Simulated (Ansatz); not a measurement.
# CdSe (F-43m) in Ansatz: further runs

One crystal, CdSe, is run at these levels: PBE, PBEsol; tasks: relaxation of cell and atoms.

Program: Ansatz 0.2.0. These are calculated values, not measurements. Logs are shortened: lines on timing, memory, paths and dates and some standing lists are left out, and cuts for length are marked.

## 1. The crystal as given

The structure is cubic, space group F-43m (No. 216). The conventional cell has a = 6.141 Å, b = 6.141 Å, c = 6.141 Å, α = 90.00°, β = 90.00°, γ = 90.00°. Cd (site symmetry -43m) has 4 Se at 2.66 Å as nearest neighbours. Se (site symmetry -43m) has 4 Cd at 2.66 Å as nearest neighbours.

Measurements of this composition are mostly on another form, of space group No. 186.

## 2. Relaxation of cell and atoms, PBE

Input file input.yaml:

```yaml
crystal:
  lattice:
    - [0.0, 3.0702711986, 3.0702711986]
    - [3.0702711986, 0.0, 3.0702711986]
    - [3.0702711986, 3.0702711986, 0.0]
  atoms:
    - { symbol: Cd, position: [0.0, 0.0, 0.0] }
    - { symbol: Se, position: [0.25, 0.25, 0.25] }
kpoints:
  mp_grid: { grid: [8, 8, 8] }
scf:
  occupations: { method: fermi_dirac, width: 0.05 }
hamiltonian:
  xc: pbe
  pseudopotentials: { kind: all_electron, lapw: { basis_error: 0.001 } }
output:
  forces: true
  stress: true
relax:
  f_tol: 0.01
  max_steps: 60
  cell: {}
```

Potentials or basis: all-electron LAPW, scalar-relativistic.

Run with:

```sh
$ ansatz run input.yaml --threads 1 --pin off --max-ram 3072MiB --backend cpu --events-out ev --progress --plain --runs-dir out
```

The log of the run:

```text
Warning: RAYON_NUM_THREADS=1 ignored (pool sized by the plan → 1); use --threads N
The last accepted step is kept in <dir> (removed where the run ends without a failure and the disk answers)
LAPW: plane waves up to 8.689 Å⁻¹, error target 1.0e-3 eV per atom; small_component_spin mean_spin; Se in spheres of 1.241 Å, 24 of its electrons in bands, Dirac shells []; Cd in spheres of 1.338 Å, 20 of its electrons in bands, Dirac shells [] (how accurate: hamiltonian.pseudopotentials.lapw.basis_error, Limitations)
Engine: ansatz 0.2.0, aarch64-unknown-linux-gnu
Pseudopotentials: kind: all_electron
Pseudopotential: Cd, LAPW, valence charge 20, lapw/all_electron/scalar/gaussian/Cd, Koelling and Harmon's equation, gaussian nucleus
Pseudopotential: Se, LAPW, valence charge 24, lapw/all_electron/scalar/gaussian/Se, Koelling and Harmon's equation, gaussian nucleus
Functional definition: PBE
  parameter kappa = 0.804
  parameter beta = 0.06672455060314922
  exchange = pbe_x(kappa = kappa, mu = beta*pi^2/3)
  correlation = pbe_c(beta = beta)
Crystal: 2 atoms, lattice volume = 57.884 Å³
Basis set: ecut = 287.6631921925158 eV, 645 PW (Γ), exchange–correlation at level 2
Bands: 27, of which v1, the nominal top of the filled ones, is band 22 counted from 1 (21 counted from 0)
Symmetry: 24 space group operations
Space group: F-43m (ITA 216), of the structure as read, at distance tolerance 3.9e-5 Å
k-points: 29 of 512 (time reversal used)
Non-local potential: Cd, projectors of the file, none
Non-local potential: Se, projectors of the file, none
Initial density: superposition of atomic densities (chi_scale 0.1, normalization cell, long waves kept (reshape's long-wave potential 0.00 eV rms))
Initial wavefunctions: plane waves of lowest kinetic energy (no species holds an atomic orbital)
Functional: x = pbe(κ = 0.804, μ = 0.2195149727645171), c = pbe(β = 0.06672455060314922)
iter 1 solved again at ethr=2.41e-3 eV; its pass at ethr=1.00e-1 eV (dr2=1.06e0 eV) is discarded
SCF iter   1: F=—  HF=-218362.745501 eV  |F-HF|=—  |Δ(HF+E_count)|=         —  Δρ=2.90e-2  dr2=1.06e0  ethr=2.41e-3  ⟨swp⟩=2.0  Hψ=4892  notcnv=0
preconditioner: auto → none  [insulator: Δε(μ)=1.059 eV  Ē_g=12.367 eV  σ=0.050 eV  W_gap=1.00  n_scr=14 (ndim 8)  ℏωp=20.7 eV  f_vac=0.230  D(μ)=0.00/eV (n_scr^D=0)  ε∞_Penn≈3.8]
iter 2 solved again at ethr=5.54e-5 eV; its pass at ethr=2.41e-3 eV (dr2=2.44e-2 eV) is discarded
SCF iter   2: F=—  HF=-218362.401031 eV  |F-HF|=—  |Δ(HF+E_count)|=   3.44e-1  Δρ=7.63e-3  dr2=2.44e-2  ethr=5.54e-5  ⟨swp⟩=2.0  Hψ=4065  notcnv=0
SCF iter   3: F=—  HF=-218362.364610 eV  |F-HF|=—  |Δ(HF+E_count)|=   3.64e-2  Δρ=4.42e-3  dr2=1.18e-2  ethr=5.54e-5  ⟨swp⟩=3.0  Hψ=2445  notcnv=0
SCF iter   4: F=—  HF=-218362.364566 eV  |F-HF|=—  |Δ(HF+E_count)|=   4.34e-5  Δρ=1.40e-3  dr2=1.05e-3  ethr=2.67e-5  ⟨swp⟩=2.0  Hψ=2235  notcnv=0
SCF iter   5: F=—  HF=-218362.364706 eV  |F-HF|=—  |Δ(HF+E_count)|=   1.39e-4  Δρ=1.90e-4  dr2=1.32e-5  ethr=2.38e-6  ⟨swp⟩=2.0  Hψ=2240  notcnv=0
SCF iter   6: F=—  HF=-218362.364716 eV  |F-HF|=—  |Δ(HF+E_count)|=   1.03e-5  Δρ=4.78e-5  dr2=1.11e-6  ethr=3.00e-8  ⟨swp⟩=3.0  Hψ=2293  notcnv=0
SCF iter   7: F=-218362.364719 eV  HF=-218362.364719 eV  |F-HF|=1.06e-7  |Δ(HF+E_count)|=   2.68e-6  Δρ=8.88e-6  dr2=3.48e-8  ethr=2.51e-9  ⟨swp⟩=3.0  Hψ=2413  notcnv=0
SCF 1 converged in 7 iterations: F = -218362.364719 eV  dr2 = 3.48e-8
relax step   1: F+E_penalty+E_count = -218362.36471883 eV  Δ(F+E_penalty+E_count) = +0.000e0 eV  max|allowed force component| = 9.252e-17 eV/Å  Δτ_max = 0.0000 Å  P = +1.304 GPa  Ω = 57.884 Å³  (7 SCF iters, accepted)
Crystal: 2 atoms, lattice volume = 59.925 Å³
Basis set: ecut = 281.0934731955912 eV, 645 PW (Γ), exchange–correlation at level 2
Initial density: handed on by an earlier stage of this run
Initial wavefunctions: those handed on with the density
iter 1 solved again at ethr=5.40e-7 eV; its pass at ethr=1.00e-1 eV (dr2=2.37e-4 eV) is discarded
SCF iter   1: F=—  HF=-218362.370683 eV  |F-HF|=—  |Δ(HF+E_count)|=         —  Δρ=4.30e-4  dr2=2.66e-4  ethr=5.40e-7  ⟨swp⟩=4.0  Hψ=4254  notcnv=0
preconditioner: auto → none  [insulator: Δε(μ)=0.489 eV  Ē_g=12.607 eV  σ=0.050 eV  W_gap=0.98  n_scr=14 (ndim 8)  ℏωp=20.4 eV  f_vac=0.269  D(μ)=0.00/eV (n_scr^D=0)  ε∞_Penn≈3.6]
iter 2 solved again at ethr=5.33e-8 eV; its pass at ethr=5.40e-7 eV (dr2=2.34e-5 eV) is discarded
SCF iter   2: F=—  HF=-218362.370624 eV  |F-HF|=—  |Δ(HF+E_count)|=   5.84e-5  Δρ=1.45e-4  dr2=2.34e-5  ethr=5.33e-8  ⟨swp⟩=2.0  Hψ=3830  notcnv=0
SCF iter   3: F=—  HF=-218362.370623 eV  |F-HF|=—  |Δ(HF+E_count)|=   1.37e-6  Δρ=7.63e-5  dr2=7.05e-6  ethr=5.33e-8  ⟨swp⟩=2.8  Hψ=2256  notcnv=0
SCF iter   4: F=—  HF=-218362.370624 eV  |F-HF|=—  |Δ(HF+E_count)|=   1.33e-6  Δρ=1.68e-5  dr2=1.75e-7  ethr=1.60e-8  ⟨swp⟩=3.0  Hψ=2286  notcnv=0
SCF iter   5: F=-218362.370625 eV  HF=-218362.370625 eV  |F-HF|=3.16e-8  |Δ(HF+E_count)|=   2.27e-7  Δρ=5.25e-6  dr2=1.63e-8  ethr=3.98e-10  ⟨swp⟩=3.0  Hψ=2314  notcnv=0
SCF 2 converged in 5 iterations: F = -218362.370625 eV  dr2 = 1.63e-8
relax step   2: F+E_penalty+E_count = -218362.37062471 eV  Δ(F+E_penalty+E_count) = -5.906e-3 eV  max|allowed force component| = 7.401e-17 eV/Å  Δτ_max = 0.0000 Å  P = -0.324 GPa  Ω = 59.925 Å³  (5 SCF iters, accepted)
Crystal: 2 atoms, lattice volume = 59.508 Å³
Basis set: ecut = 282.40697148841934 eV, 645 PW (Γ), exchange–correlation at level 2
iter 1 solved again at ethr=2.00e-8 eV; its pass at ethr=1.00e-1 eV (dr2=8.79e-6 eV) is discarded
SCF iter   1: F=—  HF=-218362.371074 eV  |F-HF|=—  |Δ(HF+E_count)|=         —  Δρ=8.93e-5  dr2=1.15e-5  ethr=2.00e-8  ⟨swp⟩=4.7  Hψ=4266  notcnv=0
preconditioner: auto → none  [insulator: Δε(μ)=0.492 eV  Ē_g=12.645 eV  σ=0.050 eV  W_gap=0.98  n_scr=14 (ndim 8)  ℏωp=20.4 eV  f_vac=0.265  D(μ)=0.00/eV (n_scr^D=0)  ε∞_Penn≈3.6]
SCF iter   2: F=—  HF=-218362.371071 eV  |F-HF|=—  |Δ(HF+E_count)|=   3.12e-6  Δρ=2.81e-5  dr2=8.96e-7  ethr=2.00e-8  ⟨swp⟩=2.0  Hψ=2234  notcnv=0
SCF iter   3: F=—  HF=-218362.371070 eV  |F-HF|=—  |Δ(HF+E_count)|=   2.22e-7  Δρ=1.49e-5  dr2=2.73e-7  ethr=2.04e-9  ⟨swp⟩=2.2  Hψ=2240  notcnv=0
iter 4 solved again at ethr=1.47e-11 eV; its pass at ethr=6.21e-10 eV (dr2=6.47e-9 eV) is discarded
SCF iter   4: F=-218362.371070 eV  HF=-218362.371070 eV  |F-HF|=2.76e-9  |Δ(HF+E_count)|=   5.82e-9  Δρ=3.28e-6  dr2=6.49e-9  ethr=1.47e-11  ⟨swp⟩=2.0  Hψ=3871  notcnv=0
SCF 3 converged in 4 iterations: F = -218362.371070 eV  dr2 = 6.49e-9
relax step   3: F+E_penalty+E_count = -218362.37107039 eV  Δ(F+E_penalty+E_count) = -4.457e-4 eV  max|allowed force component| = 8.789e-17 eV/Å  Δτ_max = 0.0000 Å  P = -0.016 GPa  Ω = 59.508 Å³  (4 SCF iters, accepted)
iter 1 solved again at ethr=1.47e-11 eV; its pass at ethr=1.00e-1 eV (dr2=6.48e-9 eV) is discarded
SCF iter   1: F=—  HF=-218362.371071 eV  |F-HF|=—  |Δ(HF+E_count)|=         —  Δρ=3.28e-6  dr2=6.49e-9  ethr=1.47e-11  ⟨swp⟩=5.0  Hψ=3852  notcnv=0
preconditioner: auto → none  [insulator: Δε(μ)=0.493 eV  Ē_g=12.643 eV  σ=0.050 eV  W_gap=0.98  n_scr=14 (ndim 8)  ℏωp=20.4 eV  f_vac=0.265  D(μ)=0.00/eV (n_scr^D=0)  ε∞_Penn≈3.6]
SCF iter   2: F=-218362.371071 eV  HF=-218362.371071 eV  |F-HF|=2.42e-9  |Δ(HF+E_count)|=   5.21e-9  Δρ=1.75e-6  dr2=2.23e-9  ethr=1.47e-11  ⟨swp⟩=3.0  Hψ=2308  notcnv=0
SCF 4 converged in 2 iterations: F = -218362.371071 eV  dr2 = 2.23e-9
relax step   4: F+E_penalty+E_count = -218362.37107059 eV  Δ(F+E_penalty+E_count) = -1.924e-7 eV  max|allowed force component| = 9.252e-17 eV/Å  Δτ_max = 0.0000 Å  P = -0.016 GPa  Ω = 59.508 Å³  stress off target by 1.61e-2 GPa  SCF on the basis re-selected at this cell (its energy is not comparable with the rows above)  (2 SCF iters)
basis re-selected at this cell: Δ(F+E_penalty+E_count) = -1.924e-7 eV, ΔP = +0.000 GPa vs the last step (what re-selecting the basis moved, after the strain that the cell walked since its last selection, with what the two solves' SCF thresholds leave and, on support functions, any second-order correction that the steps lacked; it is no measure of the basis error at this ecutwfc). This SCF's stress stands 1.61e-2 GPa from its target on what of the cell is left free (relax.cell.stress_tol is 5.00e-2 GPa) and its largest allowed force component is 9.25e-17 eV/Å (relax.f_tol is 1.00e-2 eV/Å): within both
SCF converged after 2 iterations
Free energy (F): -218362.371071 eV
Harris-Foulkes:  -218362.371071 eV  (|F-HF|=2.42e-9)
Internal energy: -218362.371029 eV  (E = F + TS)
E sigma→0 (E₀):  -218362.371050 eV
Entropy (-TS):   -0.000041 eV (-0.021 meV/atom)
Fermi energy:    7.634813 eV
--- Per-component energies (eV) ---
  E_band       = -2123.241850
  E_kinetic    = 227169.640669
  E_xc         = -6605.442445
  E_electrostatic = -438926.569253  (all electrons and nuclei)
  E_smearing   = -0.000041  (= −TS)
  E_closure    = 0.000000  (closes the sum)
  E_atoms      = -218356.868614  (free atoms, spherical and without spin; not in F)
  Σ components = -218362.371071   (vs F -218362.371071, Δ=0.00e0)
  Basis errors (estimates in eV, not in F): energy 4.1e-4 per atom: plane waves 3.9e-4 (2.3e-4 summed), levels above the bands 2.1e-67, relativity 5.6e-8, radial functions 2.5e-5, core shells 1.1e-6; eigenvalues (radial functions only) 5.9e-7; not estimated: angular momenta, meshes, grids; target (lapw.basis_error) 1.0e-3; muffin-tin radii Se 1.253 Å, Cd 1.350 Å
--- Forces (eV/Å), atoms counted from 1 ---
  atom   1  Cd    -0.00000000     0.00000000     0.00000000
  atom   2  Se     0.00000000    -0.00000000    -0.00000000
  max |Σ_I F_I| component: 1.85e-17 eV/Å
--- Stress (GPa, compression-positive) ---
       -0.016102      -0.000000      -0.000000
       -0.000000      -0.016102      -0.000000
       -0.000000      -0.000000      -0.016102
  P = ⅓ Tr σ = -0.0161 GPa (-0.161 kbar)
--- Relaxed structure (3 steps of the walk, 3 accepted, 1 SCFs on fresh bases) ---
  F+E_penalty+E_count = -218362.37107059 eV   max|allowed force component| = 9.252e-17 eV/Å   (the final SCF, on the basis selected at the relaxed cell)
  cell:  # Å, volume = 59.5078 Å³
    - [8.662132455922502e-34, 3.0987117548460463, 3.0987117548460463]
    - [3.0987117548460463, -9.649360787296023e-34, 3.0987117548460463]
    - [3.0987117548460463, 3.0987117548460463, -4.044451551110875e-34]
  atoms:
    - { symbol: Cd, position: [4.965993036712199e-34, -6.638748585920518e-34, -4.65235137123564e-34] }
    - { symbol: Se, position: [0.25, 0.25, 0.25] }
```

Run time: 38 s. Hardware: 1 thread of Arm Neoverse V2, shared host; peak memory 0.31 GiB.

What came out:

- Free energy: -218362.3711 eV
- Relaxed volume: 29.75 Å³/atom
- Relaxed cell: a = 4.382 Å, b = 4.382 Å, c = 4.382 Å, α = 60.00°, β = 60.00°, γ = 60.00°
- Space group after relaxing (to 0.05 Å): F-43m (No. 216)
- Energy gained by relaxing: 3.2 meV/atom
- Ionic steps: 4
- Pressure after relaxing: 0.0 GPa
- Band gap on the k mesh: 0.49 eV

Step by step:
```csv
step,energy change (eV),largest force (eV/Å),volume (Å³)
1,0.0000,0.0000,57.88
2,-0.0059,0.0000,59.93
3,-0.0064,0.0000,59.51
4,-0.0064,0.0000,59.51
```

Final structure:
```cif
data_structure
_symmetry_space_group_name_H-M 'P 1'
_symmetry_Int_Tables_number 1
_cell_length_a 4.3822
_cell_length_b 4.3822
_cell_length_c 4.3822
_cell_angle_alpha 60.000
_cell_angle_beta 60.000
_cell_angle_gamma 60.000
_cell_volume 59.51
loop_
_atom_site_label
_atom_site_type_symbol
_atom_site_fract_x
_atom_site_fract_y
_atom_site_fract_z
_atom_site_occupancy
Cd1 Cd 0.00000 0.00000 0.00000 1
Se1 Se 0.25000 0.25000 0.25000 1
```

## 3. Relaxation of cell and atoms, PBEsol

Changes to input.yaml since step 2:

```diff
@@ -13,3 +13,3 @@
 hamiltonian:
-  xc: pbe
+  xc: pbesol
   pseudopotentials: { kind: all_electron, lapw: { basis_error: 0.001 } }
```

Potentials or basis: all-electron LAPW, scalar-relativistic.

Run with:

```sh
$ ansatz run input.yaml --threads 1 --pin off --max-ram 3072MiB --backend cpu --events-out ev --progress --plain --runs-dir out
```

The log of the run:

```text
Warning: RAYON_NUM_THREADS=1 ignored (pool sized by the plan → 1); use --threads N
The last accepted step is kept in <dir> (removed where the run ends without a failure and the disk answers)
LAPW: plane waves up to 8.690 Å⁻¹, error target 1.0e-3 eV per atom; small_component_spin mean_spin; Se in spheres of 1.241 Å, 24 of its electrons in bands, Dirac shells []; Cd in spheres of 1.338 Å, 20 of its electrons in bands, Dirac shells [] (how accurate: hamiltonian.pseudopotentials.lapw.basis_error, Limitations)
Engine: ansatz 0.2.0, aarch64-unknown-linux-gnu
Pseudopotentials: kind: all_electron
Pseudopotential: Cd, LAPW, valence charge 20, lapw/all_electron/scalar/gaussian/Cd, Koelling and Harmon's equation, gaussian nucleus
Pseudopotential: Se, LAPW, valence charge 24, lapw/all_electron/scalar/gaussian/Se, Koelling and Harmon's equation, gaussian nucleus
Functional definition: PBEsol
  exchange = pbesol_x
  correlation = pbesol_c
Crystal: 2 atoms, lattice volume = 57.884 Å³
Basis set: ecut = 287.71069032880837 eV, 645 PW (Γ), exchange–correlation at level 2
Bands: 27, of which v1, the nominal top of the filled ones, is band 22 counted from 1 (21 counted from 0)
Symmetry: 24 space group operations
Space group: F-43m (ITA 216), of the structure as read, at distance tolerance 3.9e-5 Å
k-points: 29 of 512 (time reversal used)
Non-local potential: Cd, projectors of the file, none
Non-local potential: Se, projectors of the file, none
Initial density: superposition of atomic densities (chi_scale 0.1, normalization cell, long waves kept (reshape's long-wave potential 0.00 eV rms))
Initial wavefunctions: plane waves of lowest kinetic energy (no species holds an atomic orbital)
Functional: x = pbesol(κ = 0.804, μ = 0.12345679012345678), c = pbesol(β = 0.046)
iter 1 solved again at ethr=2.17e-3 eV; its pass at ethr=1.00e-1 eV (dr2=9.56e-1 eV) is discarded
SCF iter   1: F=—  HF=-218247.375235 eV  |F-HF|=—  |Δ(HF+E_count)|=         —  Δρ=2.78e-2  dr2=9.57e-1  ethr=2.17e-3  ⟨swp⟩=2.1  Hψ=4892  notcnv=0
preconditioner: auto → none  [insulator: Δε(μ)=0.923 eV  Ē_g=12.258 eV  σ=0.050 eV  W_gap=1.00  n_scr=14 (ndim 8)  ℏωp=20.7 eV  f_vac=0.235  D(μ)=0.00/eV (n_scr^D=0)  ε∞_Penn≈3.9]
iter 2 solved again at ethr=5.59e-5 eV; its pass at ethr=2.17e-3 eV (dr2=2.46e-2 eV) is discarded
SCF iter   2: F=—  HF=-218247.050902 eV  |F-HF|=—  |Δ(HF+E_count)|=   3.24e-1  Δρ=7.60e-3  dr2=2.47e-2  ethr=5.59e-5  ⟨swp⟩=2.0  Hψ=4061  notcnv=0
[... 29 lines left out ...]
SCF iter   4: F=-218247.016419 eV  HF=-218247.016419 eV  |F-HF|=4.25e-9  |Δ(HF+E_count)|=   4.92e-9  Δρ=3.87e-6  dr2=7.29e-9  ethr=1.65e-11  ⟨swp⟩=2.0  Hψ=3848  notcnv=0
SCF 3 converged in 4 iterations: F = -218247.016419 eV  dr2 = 7.29e-9
relax step   3: F+E_penalty+E_count = -218247.01641934 eV  Δ(F+E_penalty+E_count) = -7.195e-4 eV  max|allowed force component| = 1.018e-16 eV/Å  Δτ_max = 0.0000 Å  P = -0.025 GPa  Ω = 56.283 Å³  (4 SCF iters, accepted)
iter 1 solved again at ethr=1.66e-11 eV; its pass at ethr=1.00e-1 eV (dr2=7.29e-9 eV) is discarded
SCF iter   1: F=—  HF=-218247.016419 eV  |F-HF|=—  |Δ(HF+E_count)|=         —  Δρ=3.88e-6  dr2=7.30e-9  ethr=1.66e-11  ⟨swp⟩=4.9  Hψ=3826  notcnv=0
preconditioner: auto → none  [insulator: Δε(μ)=0.480 eV  Ē_g=12.800 eV  σ=0.050 eV  W_gap=0.98  n_scr=14 (ndim 8)  ℏωp=21.0 eV  f_vac=0.249  D(μ)=0.00/eV (n_scr^D=0)  ε∞_Penn≈3.7]
SCF iter   2: F=-218247.016419 eV  HF=-218247.016419 eV  |F-HF|=1.14e-9  |Δ(HF+E_count)|=   9.17e-9  Δρ=2.04e-6  dr2=2.81e-9  ethr=1.66e-11  ⟨swp⟩=3.0  Hψ=2411  notcnv=0
SCF 4 converged in 2 iterations: F = -218247.016419 eV  dr2 = 2.81e-9
relax step   4: F+E_penalty+E_count = -218247.01641941 eV  Δ(F+E_penalty+E_count) = -6.941e-8 eV  max|allowed force component| = 8.789e-17 eV/Å  Δτ_max = 0.0000 Å  P = -0.025 GPa  Ω = 56.283 Å³  stress off target by 2.49e-2 GPa  SCF on the basis re-selected at this cell (its energy is not comparable with the rows above)  (2 SCF iters)
basis re-selected at this cell: Δ(F+E_penalty+E_count) = -6.941e-8 eV, ΔP = -0.000 GPa vs the last step (what re-selecting the basis moved, after the strain that the cell walked since its last selection, with what the two solves' SCF thresholds leave and, on support functions, any second-order correction that the steps lacked; it is no measure of the basis error at this ecutwfc). This SCF's stress stands 2.49e-2 GPa from its target on what of the cell is left free (relax.cell.stress_tol is 5.00e-2 GPa) and its largest allowed force component is 8.79e-17 eV/Å (relax.f_tol is 1.00e-2 eV/Å): within both
SCF converged after 2 iterations
Free energy (F): -218247.016419 eV
Harris-Foulkes:  -218247.016419 eV  (|F-HF|=1.14e-9)
Internal energy: -218247.016376 eV  (E = F + TS)
E sigma→0 (E₀):  -218247.016398 eV
Entropy (-TS):   -0.000043 eV (-0.021 meV/atom)
Fermi energy:    8.309062 eV
--- Per-component energies (eV) ---
  E_band       = -2096.548369
  E_kinetic    = 227031.048353
  E_xc         = -6488.510150
  E_electrostatic = -438789.554579  (all electrons and nuclei)
  E_smearing   = -0.000043  (= −TS)
  E_closure    = 0.000000  (closes the sum)
  E_atoms      = -218240.837515  (free atoms, spherical and without spin; not in F)
  Σ components = -218247.016419   (vs F -218247.016419, Δ=0.00e0)
  Basis errors (estimates in eV, not in F): energy 4.4e-4 per atom: plane waves 4.1e-4 (2.5e-4 summed), levels above the bands 1.4e-66, relativity 4.0e-8, radial functions 2.8e-5, core shells 1.8e-6; eigenvalues (radial functions only) 6.1e-7; not estimated: angular momenta, meshes, grids; target (lapw.basis_error) 1.0e-3; muffin-tin radii Se 1.230 Å, Cd 1.325 Å
--- Forces (eV/Å), atoms counted from 1 ---
  atom   1  Cd    -0.00000000     0.00000000     0.00000000
  atom   2  Se     0.00000000    -0.00000000    -0.00000000
  max |Σ_I F_I| component: 2.78e-17 eV/Å
--- Stress (GPa, compression-positive) ---
       -0.024907      -0.000000      -0.000000
       -0.000000      -0.024907       0.000000
       -0.000000       0.000000      -0.024907
  P = ⅓ Tr σ = -0.0249 GPa (-0.249 kbar)
--- Relaxed structure (3 steps of the walk, 3 accepted, 1 SCFs on fresh bases) ---
  F+E_penalty+E_count = -218247.01641941 eV   max|allowed force component| = 8.789e-17 eV/Å   (the final SCF, on the basis selected at the relaxed cell)
  cell:  # Å, volume = 56.2830 Å³
    - [9.744899012912816e-34, 3.0416953859511797, 3.0416953859511797]
    - [3.0416953859511797, -1.0827665569903128e-33, 3.0416953859511797]
    - [3.0416953859511797, 3.0416953859511797, -1.178304782607105e-33]
  atoms:
    - { symbol: Cd, position: [6.978527056853459e-34, -7.501263165981059e-34, -7.1353478895917395e-34] }
    - { symbol: Se, position: [0.25, 0.25, 0.25] }
```

Run time: 38 s. Hardware: 1 thread of Arm Neoverse V2, shared host; peak memory 0.31 GiB.

Results:

| Item | Value |
| --- | --- |
| Free energy | -218247.0164 eV |
| Relaxed volume | 28.14 Å³/atom |
| Relaxed cell | a = 4.302 Å, b = 4.302 Å, c = 4.302 Å, α = 60.00°, β = 60.00°, γ = 60.00° |
| Space group after relaxing (to 0.05 Å) | F-43m (No. 216) |
| Energy gained by relaxing | 3.6 meV/atom |
| Ionic steps | 4 |
| Pressure after relaxing | 0.0 GPa |
| Band gap on the k mesh | 0.48 eV |

Step by step:
| step | energy change (eV) | largest force (eV/Å) | volume (Å³) |
| --- | --- | --- | --- |
| 1 | 0.0000 | 0.0000 | 57.88 |
| 2 | -0.0065 | 0.0000 | 55.76 |
| 3 | -0.0073 | 0.0000 | 56.28 |
| 4 | -0.0073 | 0.0000 | 56.28 |

Final structure:
```
Cd Se
1.0
     0.00000    3.04170    3.04170
     3.04170    0.00000    3.04170
     3.04170    3.04170    0.00000
Cd Se
1 1
Direct
  0.00000 0.00000 0.00000
  0.25000 0.25000 0.25000
```
